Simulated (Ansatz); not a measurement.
Here is an Ansatz 0.2.0 calculation.

The input input.yaml:

```yaml
crystal:
  lattice:
    - [0.11926996, 2.34305202, 1.99282058]
    - [2.32108664, 0.12479836, 1.98729217]
    - [2.44975498, 2.46619196, -0.00386998]
  atoms:
    - { symbol: Hf, position: [0.0, 0.0, 0.0] }
kpoints:
  mp_grid: { grid: [11, 11, 10] }
scf:
  occupations: { method: fermi_dirac, width: 0.05 }
hamiltonian:
  xc: pbe
  pseudopotentials: { kind: all_electron, lapw: { basis_error: 0.001 } }
output:
  forces: true
  stress: true
  eigenvalues: true
  populations: true
```

Potentials or basis: all-electron LAPW, scalar-relativistic.

Run with:

```sh
$ ansatz run input.yaml --threads 1 --pin off --max-ram 3072MiB --backend cpu --events-out ev --progress --plain --runs-dir out
```

(1) Predict the pressure.

(2) Predict the band gap on the k mesh.

## Answers

(1) 3.8 GPa.

(2) none (metal or under the smearing width).
